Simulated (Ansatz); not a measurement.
Substitutions in Ag

Level of theory: DFT PBEsol, scalar-relativistic, plane waves, PAW in Ansatz. Run with 420 eV cutoff, 18×18×18 k-mesh, Gaussian smearing of 0.10 eV, no spin polarisation.

The relaxed crystal:

```
Ag
1.0
    -1.61256    1.61256    1.61256
     1.61256   -1.61256    1.61256
     1.61256    1.61256   -1.61256
Ag
1
Direct
  0.00000 0.00000 0.00000
```

Each substitution replaces an element on all its sites; cell and atoms are then relaxed within the symmetry of the start. The crystals needn't be the stable forms of their compositions. Lengths are those of the primitive cell. Mesh and smearing follow each crystal's size and gap, and all runs are without spin polarisation.

Energies of formation count from the elements' standard states in the same functional (gases as molecules, bromine and mercury as crystals, carbon as graphite, phosphorus as black phosphorus), at zero temperature and without zero-point motion.

| change | formula | V (Å³/atom) | a (Å) | b (Å) | c (Å) | gap (eV) | space group | ΔH_f (eV/atom) |
| --- | --- | --- | --- | --- | --- | --- | --- | --- |
| none | Ag | 16.77 | 2.793 | 2.793 | 2.793 | metal | Im-3m (229) | 0.046 |
| Ag→Pd | Pd | 14.66 | 2.670 | 2.670 | 2.670 | metal | Im-3m (229) | 0.055 |
| Ag→K | K | 70.12 | 4.499 | 4.499 | 4.499 | metal | Im-3m (229) | 0.002 |